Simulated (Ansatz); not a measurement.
How settings move the results for NbC

```
Nb C
1.0
     0.00000    2.20000    2.20000
     2.20000    0.00000    2.20000
     2.20000    2.20000    0.00000
Nb C
1 1
Cartesian
  0.0000 0.0000 0.0000
  2.2000 2.2000 2.2000
```

Atoms are numbered in the order listed.

The cell comes from COD entry 1011323, which wasn't checked; take it as a given geometry. It is an old determination, and later ones may differ.

Spin polarisation is left out, and whether a magnetic state lies lower isn't shown here.

The calculation used DFT, PBE, all-electron LAPW, scalar-relativistic (Ansatz 0.2.0).

Sampling and basis: a Γ-centred 14×14×14 k mesh, Fermi–Dirac smearing of 0.05 eV, basis error target 1 meV/atom, no spin polarisation. One setting is then changed at a time.

| LAPW cutoff (eV) | free energy less the base's (meV/atom) | P (GPa) |
| --- | --- | --- |
| 297 (base) | 0.0 | 19.44 |
| 90 | 631 | 25.83 |
| 180 | 13.6 | 19.50 |
| 220 | 3.2 | 19.45 |
| 320 | -0.2 | 19.44 |
